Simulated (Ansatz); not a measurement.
Working through a point defect in a supercell of SnS2, space group P-3m1

Computed with Ansatz's Python interface.

`sns2.xyz`
```text
3
Lattice="3.639 0.0 0.0 -1.8195 3.15146644 0.0 0.0 0.0 5.868" Properties=species:S:1:pos:R:3 pbc="T T T"
Sn    0.00000000    0.00000000    0.00000000
S    -0.00000000    2.10097763    1.46700000
S     1.81950000    1.05048881    4.40100000
```

Notebook, run cell by cell (the value of a cell's last expression is shown):

In [1]:
```python
import ansatz as az
import numpy as np
```

In [2]:
```python
KMESH = (2, 2, 2)
FILLING = "fermi_dirac"
WIDTH_EV = 0.05
```

In [3]:
```python
xtal = az.Crystal.from_extxyz("sns2.xyz")
host = xtal.supercell(2, 2, 1)
defective = host.vacancy("Sn", at=(0.0, 0.0, 0.0))
```

In [4]:
```python
def with_settings(structure):
    return (
        structure.calculation()
        .kpoints(*KMESH)
        .functional(az.Functional.PBESOL)
        .occupations(FILLING, width=WIDTH_EV)  # the run then minimises F = E - TS
        .band_table()  # levels at the mesh points
    )


perfect = with_settings(host).run(threads=1, backend="cpu").report
model = with_settings(defective).relax(force_tolerance=0.03, max_steps=40)
out = model.run(threads=1, backend="cpu")
rep = out.report
```
```text
DeckWarning: basis.ecutwfc = 420 eV, auto-derived from the records' recommended cutoffs: set by Sn (normal level)
DeckWarning: basis.ecutwfc = 420 eV, auto-derived from the records' recommended cutoffs: set by S (normal level)
```

In [5]:
```python
rep["n_iterations"], rep["closed_by"]
```
Out [5]:
```text
(3, 'deck_thresholds')
```

In [6]:
```python
rep["converged"], rep["free_energy_ev"]
```
Out [6]:
```text
(True, -24927.39424103024)
```

In [7]:
```python
n_host, n_defect = len(perfect["lattice"]["sites"]), len(rep["lattice"]["sites"])
print(f"perfect cell: {n_host} atoms, F = {perfect['free_energy_ev']:.4f} eV")
print(f"defect cell:  {n_defect} atoms, F = {rep['free_energy_ev']:.4f} eV")
# chemical potentials are still to be added to this difference
print(f"difference {rep['free_energy_ev'] - perfect['free_energy_ev']:.4f} eV (no chemical potentials)")

for site in out.lattice.sites:
    print(f"{site.symbol:2s}", " ".join(f"{v:8.4f}" for v in site.position_ang))
```
```text
perfect cell: 12 atoms, F = -30883.0176 eV
defect cell:  11 atoms, F = -24927.3942 eV
difference 5955.6234 eV (no chemical potentials)
S   -0.0000   2.1318   1.4578
S    1.8462   1.0659   4.4102
Sn  -1.8195   3.1515  -0.0000
S   -1.7928   5.2370   1.4578
S   -0.0000   4.2020   4.3495
Sn   3.6390   0.0000  -0.0000
S    3.6390   2.1010   1.5185
S    5.4318   1.0659   4.4102
Sn   1.8195   3.1515  -0.0000
S    1.7928   5.2370   1.4578
S    3.6390   4.1712   4.4102
```

In [8]:
```python
pull = np.linalg.norm(rep["forces_ev_ang"], axis=1)
for atom in np.argsort(-pull)[:5]:
    print(f"force on {out.lattice.sites[atom].symbol}{atom}: {pull[atom]:.3f} eV/A")
```
```text
force on S4: 0.020 eV/A
force on S6: 0.020 eV/A
force on S0: 0.013 eV/A
force on S9: 0.013 eV/A
force on S1: 0.013 eV/A
```

Notes:
- Total energies depend on the potentials; only differences at equal settings carry meaning. A total without «per atom» is that of the cell as typed.
- Extra carriers fill band states at a few k-points, so forces and energy hang on the mesh.
- The relaxation stopped at 0.020 eV/Å, so the energy gained is a lower bound and displacements are uncertain.
- The difference holds no chemical potentials.
- The starting cell is as deposited in a crystallographic database; the results hold for this polymorph, which needn't be the stable one.
- Warnings are shown shortened and without file and line.
- The supercell is small, so the defect meets its images and the energies aren't those of an isolated defect; a partly filled defect level may also lower its energy by spin or distortion. For a charged cell the difference holds no correction, alignment or term for the electrons' reservoir.
- Wall time of the script: 10 s on 1 thread of Arm Neoverse V2 (shared host), peak memory 0.55 GiB.

(Lines on the test bed's own set-up are left out of the output.)
